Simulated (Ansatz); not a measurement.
Crystal: ZrS2.

```xyz
3
Lattice="3.6914 0.0000 0.0000 -1.8457 3.1968 0.0000 0.0000 0.0000 6.0411" Properties=species:S:1:pos:R:3 pbc="T T T"
Zr    0.0000    0.0000    0.0000
S     0.0000    2.1312    1.4372
S     1.8457    1.0656    4.6038
```

The cell is a database's computed one.

- Program: Ansatz 0.2.0
- Task: relaxation of cell and atoms
- Functional: RPBE
- Potentials or basis: Ansatz PAW
- Cutoff: 420 eV (not typed: the program's choice for these potentials)
- k mesh: 8 × 8 × 5
- Occupations: fermi-dirac, width 0.05 eV
- Spin: no spin polarisation

At the start: volume 23.76 Å³/atom.

Question: How do energy, volume and symmetry change on relaxing?

Answer: It ends after 13 steps and the volume is 30.55 Å³/atom (+28.6 %); space group P-3m1 (No. 164, to 0.05 Å).

The path:
| step | energy change (eV) | largest force (eV/Å) | volume (Å³) |
| --- | --- | --- | --- |
| 1 | 0.0000 | 0.1256 | 71.29 |
| 2 | -0.0463 | 0.0108 | 77.51 |
| 3 | -0.0726 | 0.0491 | 79.97 |
| 4 | -0.0839 | 0.0769 | 83.06 |
| 5 | -0.0866 | 0.0359 | 86.25 |
| 6 | -0.0868 | 0.0005 | 85.89 |
| 7 | -0.0932 | 0.0022 | 85.89 |
| 8 | -0.0947 | 0.0038 | 87.42 |
| 9 | -0.0959 | 0.0215 | 90.16 |
| 10 | -0.0959 | 0.0000 | 90.54 |
| 11 | -0.0959 | 0.0009 | 91.47 |
| 12 | -0.0959 | 0.0003 | 91.66 |
| 13 | -0.0966 | 0.0001 | 91.66 |

Final structure:
```yaml
crystal:
  lattice:
    - [3.72094, 0.00000, 0.00000]
    - [-1.86047, 3.22243, 0.00000]
    - [0.00000, 0.00000, 7.64447]
  atoms:
    - { symbol: Zr, position: [0.00000, 0.00000, 0.00000] }
    - { symbol: S, position: [0.33333, 0.66667, 0.18942] }
    - { symbol: S, position: [0.66667, 0.33333, 0.81058] }
```

Caveat: the volume moved by over 15 % at a fixed basis, so the end points are rough; the plane-wave basis is chosen anew once the cell has moved, so the energies of steps on either side of that aren't comparable; this functional lacks dispersion, which binds the layers, so the pressure and a relaxed spacing across them are unreliable, and here the layers came unbound; the PAW data sets come from PBE, with cores solved anew for the run's functional, which leaves a small shift of forces and pressure.
